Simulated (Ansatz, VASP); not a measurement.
Two plane-wave programs on SiC

```
Si C
1.0
     2.71442    0.00000    0.00000
     0.00000    2.71442    0.00000
     0.00000    0.00000    2.71442
Si C
1 1
Direct
  0.00000 0.00000 0.00000
  0.50000 0.50000 0.50000
```

Alike in both runs: task relaxation of cell and atoms; functional PBE; k mesh 14 × 14 × 14; occupations fermi-dirac, width 0.08 eV; no spin polarisation.

|  | VASP | Ansatz |
| --- | --- | --- |
| version | VASP 6.6.1 | Ansatz 0.2.0 |
| potentials or method | VASP PAW PBE potentials, release 64 (Si, C) | PAW with Ansatz's default frozen-core files, scalar-relativistic |
| plane-wave cutoff (eV) | 600 | 420 |
| valence electrons in the cell | 8 | 8 |

```csv
,VASP,Ansatz,Ansatz less VASP
relaxed volume (Å³/atom),9.21,9.21,+0.002
relaxed cell length with the largest relative difference (Å),2.641,2.641,+0.0002
energy change over the relaxation (meV/atom),-31,-31,0.0
```
